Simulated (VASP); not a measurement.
# MnO (Manganosite) (Fm-3m) in VASP: notebook

The runs below take MnO (Manganosite) through single point, relaxation of cell and atoms, with PBE.

All numbers are computed with VASP 6.6.1; they aren't measurements. Logs are shortened: lines on timing, memory, paths and dates and some standing lists are left out, and cuts for length are marked.

## (1) Starting point

Symmetry: Fm-3m, No. 225, cubic system. Conventional cell: a = 4.446 Å, b = 4.446 Å, c = 4.446 Å, α = 90.00°, β = 90.00°, γ = 90.00°. Mn (site symmetry m-3m) is surrounded by 6 O at 2.22 Å. O (site symmetry m-3m) is surrounded by 6 Mn at 2.22 Å.

## (2) Single point, PBE, collinear spin, ferromagnetic start

Contents of INCAR:

```
ALGO     = Normal         # electronic algorithm
AMIX     = 0.2          
AMIX_MAG = 0.8          
BMIX     = 1E-4         
BMIX_MAG = 1E-4         
EDIFF    = 1E-6           # SCF threshold, eV
ENCUT    = 600            # plane-wave cutoff, eV
GGA      = PE             # functional
ISIF     = 2              # what is computed and relaxed
ISMEAR   = 0              # smearing method
ISPIN    = 2              # spin polarisation
LASPH    = T              # aspherical terms in the spheres
LCHARG   = F              # write CHGCAR
LMAXMIX  = 4              # l up to which the mixer works
LORBIT   = 11             # projections on sites
LREAL    = F              # projectors in reciprocal space
LWAVE    = F              # write WAVECAR
MAGMOM   = 5 0            # initial moments
NBANDS   = 20             # bands
NELM     = 150            # most SCF steps
PREC     = Accurate       # precision mode
SIGMA    = 0.03           # smearing width, eV
```

Contents of KPOINTS:

```
k-points
0
Gamma
  14 14 14
```

Contents of POSCAR:

```
MnO
1.0
    0.0000000000      2.2230000000      2.2230000000
    2.2230000000      0.0000000000      2.2230000000
    2.2230000000      2.2230000000      0.0000000000
Mn O
1 1
Direct
    0.0000000000      0.0000000000      0.0000000000
    0.5000000000      0.5000000000      0.5000000000
```

Potentials or basis: VASP PAW PBE potentials, release 64 (Mn_pv, O).

On the command line:

```
$ cat potpaw_PBE.64/Mn_pv/POTCAR potpaw_PBE.64/O/POTCAR > POTCAR
$ mpirun -np 1 vasp_std > vasp.out
```

OUTCAR:

```text
AMIX = 0.2
   AMIX_MAG = 0.8
   EDIFF = 1E-6
   ENCUT = 600
   GGA = PE
   ISIF = 2
   ISMEAR = 0
   ISPIN = 2
   LASPH = T
   LORBIT = 11
   LREAL = F
   NELM = 150
   PREC = Accurate

 ion  position               nearest neighbor table
   1  0.000  0.000  0.000-   2 2.22   2 2.22   2 2.22   2 2.22   2 2.22   2 2.22
   2  0.500  0.500  0.500-   1 2.22   1 2.22   1 2.22   1 2.22   1 2.22   1 2.22

  LATTYP: Found a face centered cubic cell.
 ALAT       =     4.4460000000

  Lattice vectors:

 A1 = (   0.0000000000,   2.2230000000,   2.2230000000)
 A2 = (   2.2230000000,   0.0000000000,   2.2230000000)
 A3 = (   2.2230000000,   2.2230000000,   0.0000000000)

Analysis of symmetry for initial positions (statically):
=====================================================================
 Subroutine PRICEL returns:
 Original cell was already a primitive cell.

 Routine SETGRP: Setting up the symmetry group for a
 face centered cubic supercell.

 Subroutine GETGRP returns: Found 48 space group operations
 (whereof 48 operations were pure point group operations)
 out of a pool of 48 trial point group operations.

The static configuration has the point symmetry O_h .

Analysis of symmetry for dynamics (positions and initial velocities):
=====================================================================
 Subroutine PRICEL returns:
 Original cell was already a primitive cell.

 Routine SETGRP: Setting up the symmetry group for a
 face centered cubic supercell.

 Subroutine GETGRP returns: Found 48 space group operations
 (whereof 48 operations were pure point group operations)
 out of a pool of 48 trial point group operations.

The dynamic configuration has the point symmetry O_h .

Analysis of structural, dynamic, and magnetic symmetry:
=====================================================================
 Subroutine PRICEL returns:
 Original cell was already a primitive cell.

 Routine SETGRP: Setting up the symmetry group for a
 face centered cubic supercell.

 Subroutine GETGRP returns: Found 48 space group operations
 (whereof 48 operations were pure point group operations)
 out of a pool of 48 trial point group operations.

The overall configuration has the point symmetry O_h .

 Subroutine INISYM returns: Found 48 space group operations
 (whereof 48 operations are pure point group operations),
 and found     1 'primitive' translations

----------------------------------------------------------------------------------------

                                     Primitive cell

  volume of cell :      21.9709

  direct lattice vectors                    reciprocal lattice vectors
     0.000000000  2.223000000  2.223000000    -0.224921278  0.224921278  0.224921278
     2.223000000  0.000000000  2.223000000     0.224921278 -0.224921278  0.224921278
     2.223000000  2.223000000  0.000000000     0.224921278  0.224921278 -0.224921278

  length of vectors
     3.143796749  3.143796749  3.143796749     0.389575080  0.389575080  0.389575080

  position of ions in fractional coordinates (direct lattice)
     0.000000000  0.000000000  0.000000000
     0.500000000  0.500000000  0.500000000

  ion indices of the primitive-cell ions
   primitive index   ion index
                 1           1
                 2           2

----------------------------------------------------------------------------------------

 KPOINTS: k-points

Automatic generation of k-mesh.
 Grid dimensions read from file:
 generate k-points for:   14   14   14

 Generating k-lattice:

  Cartesian coordinates                     Fractional coordinates (reciprocal lattice)
    -0.016065806  0.016065806  0.016065806     0.071428571  0.000000000  0.000000000
     0.016065806 -0.016065806  0.016065806     0.000000000  0.071428571  0.000000000
     0.016065806  0.016065806 -0.016065806     0.000000000  0.000000000  0.071428571

  Length of vectors
     0.027826791  0.027826791  0.027826791

  Shift w.r.t. Gamma in fractional coordinates (k-lattice)
     0.000000000  0.000000000  0.000000000

 Subroutine IBZKPT returns following result:
 ===========================================

 Found    104 irreducible k-points:

 Following reciprocal coordinates:
            Coordinates               Weight
  0.000000  0.000000  0.000000      1.000000
  0.071429  0.000000  0.000000      8.000000
  0.142857  0.000000  0.000000      8.000000
  0.214286  0.000000  0.000000      8.000000
  0.285714  0.000000  0.000000      8.000000
  0.357143  0.000000  0.000000      8.000000
[... 16 lines left out ...]
  0.214286  0.142857  0.000000     24.000000
  0.285714  0.142857  0.000000     24.000000
 [... further k-points ...]
   k-points           NKPTS =    104   k-points in BZ     NKDIM =    104   number of bands    NBANDS=     20
   number of dos      NEDOS =    301   number of ions     NIONS =      2
   total plane-waves  NPLWV =  21952
   dimension x,y,z NGX =    28 NGY =   28 NGZ =   28
   dimension x,y,z NGXF=    56 NGYF=   56 NGZF=   56
   ions per type =               1   1
   NGX,Y,Z   is equivalent  to a cutoff of  14.81, 14.81, 14.81 a.u.
   NGXF,Y,Z  is equivalent  to a cutoff of  29.61, 29.61, 29.61 a.u.
 SYSTEM =  unknown system
   PREC   = accura    normal or accurate (medium, high low for compatibility)
   ISTART =      0    job   : 0-new  1-cont  2-samecut
   ICHARG =      2    charge: 1-file 2-atom 10-const
   ISPIN  =      2    spin polarized calculation?
   LNONCOLLINEAR =      F non collinear calculations
   LSORBIT =      F    spin-orbit coupling
   LASPH  =      T    aspherical Exc in radial PAW
   ENCUT  =  600.0 eV  44.10 Ry    6.64 a.u.   6.28  6.28  6.28*2*pi/ulx,y,z
   NELM   =    150;   NELMIN=  2; NELMDL= -5     # of ELM steps
   EDIFF  = 0.1E-05   stopping-criterion for ELM
   LREAL  =      F    real-space projection
   EDIFFG = 0.1E-04   stopping-criterion for IOM
   NSW    =      0    number of steps for IOM
   IBRION =     -1    ionic relax: 0-MD 1-quasi-New 2-CG
   NFREE  =      0    steps in history (QN), initial steepest desc. (CG)
   ISIF   =      2    stress and relaxation
   ISYM   =      2    0-nonsym 1-usesym 2-fastsym
   POTIM  = 0.5000    time-step for ionic-motion
   TEBEG  =    0.0;   TEEND  =   0.0 temperature during run
   PSTRESS=    0.0 pullay stress
   NELECT =      19.0000    total number of electrons
   NUPDOWN=      -1.0000    fix difference up-down
   EMIN   =  10.00;   EMAX   =-10.00  energy-range for DOS
   EFERMI =   0.00;   METHOD = LEGACY
   ISMEAR =     0;   SIGMA  =   0.03  broadening in eV -4-tet -1-fermi 0-gaus
   EFERMI_NEDOS =   21; number of points for ismear=-14 and -15
   IALGO  =     38    algorithm
   IMIX   =      4    mixing-type and parameters
     AMIX     =   0.20;   BMIX     =  0.00
     AMIX_MAG =   0.80;   BMIX_MAG =  0.00
  volume/ion in A,a.u.               =      10.99        74.13
  Fermi-wavevector in a.u.,A,eV,Ry     =   1.559708  2.947420 33.098734  2.432688
  Thomas-Fermi vector in A             =   2.663027
   LORBIT       =     11    0 simple, 1 ext, 2 COOP (PROOUT), +10 PAW based schemes
   GGA     = PE    functional components
   LHFCALC =     F    Hartree Fock is set to
   AEXX    =    0.0000 exact exchange contribution
   IVDW    =     0    specifies the selected vdW correction
   LEPSILON=     F    determine dielectric tensor
   LRPA    =     F    only Hartree local field effects (RPA)
 spin polarized calculation
 Gauss-broadening in eV      SIGMA  =   0.03
  energy-cutoff  :      600.00
  volume of cell :       21.97
 maximum number of plane-waves:       754
 NGX is ok and might be reduce to    28
   NGX = 13   NGY = 13   NGZ = 13

 number of electron      18.9999997 magnetization       4.7490586

 Free energy of the ion-electron system (eV)
  ---------------------------------------------------
  ext. energy  EPLUGINS =         0.00000000
  ---------------------------------------------------
  free energy    TOTEN  =       -16.40420061 eV

  energy without entropy =      -16.40362407  energy(sigma->0) =      -16.40391234

 E-fermi :   7.5397     XC(G=0): -11.8647

 val. band max:        7.5329671814   @ k =  -0.2143   0.2857   0.0714
 cond. band min:       7.5405492511   @ k =   0.2857   0.2143   0.0000
 fundamental gap:      0.0075820697
 Fermi energy:         7.5396520652

 spin component 1

 k-point     1 :       0.0000    0.0000    0.0000
  band No.  band energies     occupation
      1     -42.8370      1.00000
      2     -42.8370      1.00000
      3     -42.8370      1.00000
      4     -12.7378      1.00000
      5       3.7833      1.00000
      6       3.7833      1.00000
[... 12 lines left out ...]
     19      27.2489      0.00000
     20      27.2489      0.00000
[... 507 lines left out ...]
 k-point    24 :       0.2857    0.1429    0.0000
  band No.  band energies     occupation
      1     -42.8679      1.00000
      2     -42.8456      1.00000
      3     -42.8447      1.00000
      4     -12.2202      1.00000
      5       0.8035      1.00000
      6       2.2609      1.00000
[... 12 lines left out ...]
     19      29.7360      0.00000
     20      32.5823      0.00000

 [... further k-points ...]

 spin component 2

 k-point     1 :       0.0000    0.0000    0.0000
  band No.  band energies     occupation
      1     -38.1880      1.00000
      2     -38.1880      1.00000
      3     -38.1880      1.00000
      4     -12.3044      1.00000
      5       4.1615      1.00000
      6       4.1615      1.00000
[... 12 lines left out ...]
     19      29.5866      0.00000
     20      29.5866      0.00000
[... 507 lines left out ...]
 k-point    24 :       0.2857    0.1429    0.0000
  band No.  band energies     occupation
      1     -38.2276      1.00000
      2     -38.1987      1.00000
      3     -38.1974      1.00000
      4     -11.8017      1.00000
      5       1.6838      1.00000
      6       3.2422      1.00000
[... 12 lines left out ...]
     19      31.1784      0.00000
     20      34.0394      0.00000

 [... further k-points ...]

------------------------ aborting loop because EDIFF is reached ----------------------------------------

  FORCE on cell =-STRESS in cart. coord.  units (eV):
  Direction    XX          YY          ZZ          XY          YZ          ZX
  --------------------------------------------------------------------------------------
  -------------------------------------------------------------------------------------
  Total       -0.0785102     -0.0785102     -0.0785102      0.0000000      0.0000000     -0.0000000
  in kB       -5.7251658     -5.7251658     -5.7251658      0.0000000      0.0000000     -0.0000000
  external PRESSURE =      -5.7251658 kB  Pullay stress =       0.0000000 kB

 VOLUME and BASIS-vectors are now :
 -----------------------------------------------------------------------------
  energy-cutoff  :      600.00
  volume of cell :       21.97
      direct lattice vectors                 reciprocal lattice vectors
     0.000000000  2.223000000  2.223000000    -0.224921278  0.224921278  0.224921278
     2.223000000  0.000000000  2.223000000     0.224921278 -0.224921278  0.224921278
     2.223000000  2.223000000  0.000000000     0.224921278  0.224921278 -0.224921278

 POSITION                                       TOTAL-FORCE (eV/Angst)
 -----------------------------------------------------------------------------------
      0.00000      0.00000      0.00000        -0.000000     -0.000000     -0.000000
      2.22300      2.22300      2.22300         0.000000      0.000000      0.000000
 -----------------------------------------------------------------------------------
    total drift:                                0.000000      0.000000      0.000000

  FREE ENERGIE OF THE ION-ELECTRON SYSTEM (eV)
  ---------------------------------------------------
  free  energy   TOTEN  =       -16.4042006076 eV

  energy  without entropy=      -16.4036240660  energy(sigma->0) =      -16.40391234

 total charge

# of ion       s       p       d       tot
------------------------------------------
    1        0.203   6.176   4.976  11.354
    2        1.558   3.415   0.000   4.973
--------------------------------------------------
tot          1.761   9.590   4.976  16.327

 magnetization (x)

# of ion       s       p       d       tot
------------------------------------------
    1        0.034   0.026   4.257   4.317
    2        0.030   0.167   0.000   0.198
--------------------------------------------------
tot          0.065   0.193   4.257   4.514
```

Wall time 52 s (1 thread of Intel Xeon 6975P-C (Granite Rapids), shared host); peak memory 0.23 GiB.

What came out:

```
Free energy                                           : -16.4042 eV
Pressure                                              : -0.6 GPa
Band gap on the k mesh                                : none (metal or under the smearing width)
Net moment                                            : 4.75 μB per cell
Site moments                                          : Mn +4.32; O +0.20 μB
Valence electrons inside the program's atomic spheres : Mn 11.35; O 4.97
```

Levels at points of the mesh, in eV from the Fermi level:
Spin up:
```
           k point  band 8  band 9  band 10  band 11  band 12  band 13  band 14  band 15  band 16  band 17
(0.00, 0.00, 0.00)   -3.22   -3.22    -3.22    -2.69    -2.69    -0.52    13.98    16.33    16.33    16.33
(0.50, 0.00, 0.00)   -2.33   -2.33    -1.89     0.20     0.20     3.48     7.73    11.88    11.88    18.47
(0.50, 0.50, 0.00)   -4.22   -2.27    -2.05    -2.05    -1.92     5.02     7.81    10.41    13.65    13.65
```
Spin down:
| k point | band 5 | band 6 | band 7 | band 8 | band 9 | band 10 |
| --- | --- | --- | --- | --- | --- | --- |
| (0.00, 0.00, 0.00) | -3.38 | -3.38 | -3.38 | 0.73 | 0.73 | 0.73 |
| (0.50, 0.00, 0.00) | -7.38 | -4.86 | -4.86 | 1.91 | 1.95 | 1.95 |
| (0.50, 0.50, 0.00) | -6.43 | -4.35 | -4.35 | -0.84 | 1.94 | 2.14 |

Caveat: a cell with one magnetic atom can't hold antiferromagnetic order, which such compounds often take; semilocal functionals often make such compounds metallic where correlation or magnetic order opens a gap, which also shifts bond lengths. With open d or f shells a metallic result of PBE can be an artefact of self-interaction; +U or a hybrid may open a gap.

[end of part 1 of 2]
